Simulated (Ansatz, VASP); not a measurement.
CO2 in VASP and in Ansatz

The input INCAR:

```
SYSTEM = CO2
PREC = Accurate
ENCUT = 520
EDIFF = 1E-7
ISMEAR = 0
SIGMA = 0.01
LREAL = .False.
LASPH = .True.
NELM = 80
ALGO = Normal
ISIF = 2
LWAVE = .False.
LCHARG = .False.
GGA = CA
NBANDS = 25
```

File KPOINTS:

```
Automatic mesh
0
Gamma
  10 10 10
  0 0 0
```

File POSCAR:

```
CO2
1.0
   -1.9548127153      1.9548127153      2.9673315043
    1.9548127153     -1.9548127153      2.9673315043
    1.9548127153      1.9548127153     -2.9673315043
C O
2 4
Direct
    0.0000000000      0.0000000000      0.0000000000
    0.7500000000      0.2500000000      0.5000000000
    0.3750000000      0.2923507872      0.4173507872
    0.7076492128      0.1250000000      0.0826492128
    0.8750000000      0.9576492128      0.5826492128
    0.0423507872      0.6250000000      0.9173507872
```

Input for Ansatz:

```yaml
crystal:
  lattice:
    - [-1.9548127153, 1.9548127153, 2.9673315043]
    - [1.9548127153, -1.9548127153, 2.9673315043]
    - [1.9548127153, 1.9548127153, -2.9673315043]
  atoms:
    - { symbol: C, position: [0.0, 0.0, 0.0] }
    - { symbol: C, position: [0.75, 0.25, 0.5] }
    - { symbol: O, position: [0.375, 0.2923507872, 0.4173507872] }
    - { symbol: O, position: [0.7076492128, 0.125, 0.0826492128] }
    - { symbol: O, position: [0.875, 0.9576492128, 0.5826492128] }
    - { symbol: O, position: [0.0423507872, 0.625, 0.9173507872] }
kpoints:
  mp_grid: { grid: [10, 10, 10] }
  band_path:
    path:
      - [0.0, 0.0, 0.0]
      - [0.0, 0.0, 0.5]
      - [0.25, 0.25, 0.25]
      - [0.0, 0.5, 0.0]
      - [0.5, 0.5, -0.5]
      - [0.3584971135, 0.6415028865, -0.3584971135]
      - [-0.3584971135, 0.3584971135, 0.3584971135]
      - [-0.216994227, 0.216994227, 0.5]
      - [0.5, 0.5, -0.216994227]
    npoints: 1
hamiltonian:
  xc: lda
scf:
  occupations: { method: fixed }
  n_extra_bands: 5
output:
  forces: true
  stress: true
  eigenvalues: true
  write_density: true
  write_potential: true
  elf: true
  volumetric_format: npy
```

Alike in both runs: task single point; functional LDA; k mesh 10 × 10 × 10; no spin polarisation.

|  | VASP | Ansatz |
| --- | --- | --- |
| version | VASP 6.6.1 | Ansatz 0.2.0 |
| potentials or method | VASP PAW LDA potentials, release 64 (C, O) | plane waves, PAW |
| plane-wave cutoff (eV) | 520 | 420 |
| occupations | gaussian, width 0.01 eV | fixed |
| valence electrons in the cell | 32 | 32 |

|  | VASP | Ansatz | Ansatz less VASP |
| --- | --- | --- | --- |
| gap on the k mesh at the Fermi level (eV) | 7.45 | 7.54 | +0.082 |
| pressure (GPa) | -4.2 | -6.6 | -2.37 |
| largest component of the traceless stress (GPa) | 0.05 | 0.32 | +0.273 |
| rms of the force components (eV/Å) | 0.065 | 0.129 | +0.0647 |

Atom by atom the forces differ by 0.065 eV/Å (rms over components).

A k mesh can miss the band edges.
